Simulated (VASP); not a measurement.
Input of a VASP 6.6.1 run:

The input POSCAR:

```
CaO
1.0
    0.0000000000      2.3587803499      2.3587803499
    2.3587803499      0.0000000000      2.3587803499
    2.3587803499      2.3587803499      0.0000000000
  Ca              O
     1     1
Direct
     0.0000000000000000    0.0000000000000000    0.0000000000000000
     0.5000000000000000    0.5000000000000000    0.5000000000000000
```

Contents of INCAR.step1:

```
PREC = Accurate
ENCUT = 600
EDIFF = 1E-8
ISMEAR = 0
SIGMA = 0.03
LREAL = F
LASPH = T
NELM = 80
ALGO = Normal
ISIF = 3
LWAVE = F
LCHARG = F
GGA = CA
IBRION = 2
NSW = 40
EDIFFG = -0.002
```

INCAR.step2

```
PREC = Accurate
ENCUT = 600
EDIFF = 1E-8
ISMEAR = 0
SIGMA = 0.03
LREAL = F
LASPH = T
NELM = 80
ALGO = Normal
ISIF = 2
LWAVE = F
LCHARG = F
GGA = CA
IBRION = 6
NFREE = 2
POTIM = 0.015
NSW = 1
```

The input KPOINTS:

```
Automatic mesh
0
Gamma
  10 10 10
```

Potentials or basis: VASP PAW LDA potentials, release 64 (Ca_sv, O).

The run is started by

```console
$ cat potpaw_LDA.64/Ca_sv/POTCAR potpaw_LDA.64/O/POTCAR > POTCAR
$ cp INCAR.step1 INCAR
$ mpirun -np 1 vasp_std > vasp.out
$ cp CONTCAR POSCAR
$ cp INCAR.step2 INCAR
$ mpirun -np 1 vasp_std > vasp.out
```

**Question.** What does it give for the highest phonon frequency at Γ, LO-TO splitting left out?

**Answer.** 294 cm⁻¹.

Phonon frequencies in cm⁻¹ (negative: imaginary):
```
              q point        frequencies
(0.000, 0.000, 0.000)  0 0 0 294 294 294
```
